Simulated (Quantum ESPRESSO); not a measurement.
The system is WS2 (Tungstenite).

```
CELL_PARAMETERS angstrom
3.18000 0.00000 0.00000
-1.59000 2.75396 0.00000
0.00000 0.00000 12.50000
ATOMIC_POSITIONS crystal
W 0.66667 0.33333 0.75000
W 0.33333 0.66667 0.25000
S 0.66667 0.33333 0.37500
S 0.33333 0.66667 0.87500
S 0.66667 0.33333 0.12500
S 0.33333 0.66667 0.62500
```

Base run:

- Program: Quantum ESPRESSO 7.5
- Functional: PBE
- Potentials or basis: GBRV 1.5 PBE
- Cutoff: 612 eV
- Density cutoff: 4898 eV
- k mesh: 10 × 10 × 3
- Occupations: fermi-dirac, width 0.05 eV
- Spin: no spin polarisation

Its results: band gap on the k mesh 1.12 eV, indirect (least direct gap 2.08 eV); pressure 1.9 GPa; largest force 0.160 eV/Å.

Problem. The run is repeated on the same cell with these changes: functional from PBE to LDA; potentials or basis from GBRV 1.5 PBE to GBRV 1.5 LDA. What comes out?

Solution. Band gap on the k mesh 1.04 eV, indirect (least direct gap 2.06 eV); pressure -5.9 GPa; largest force 0.310 eV/Å.

Caveats: spin-orbit coupling is left out, which moves the levels of the heavy elements; this functional lacks dispersion, which binds the layers, so the pressure and a relaxed spacing across them are unreliable (some runs).

A k mesh can miss the band edges.

Not every run made on this cell is shown here.
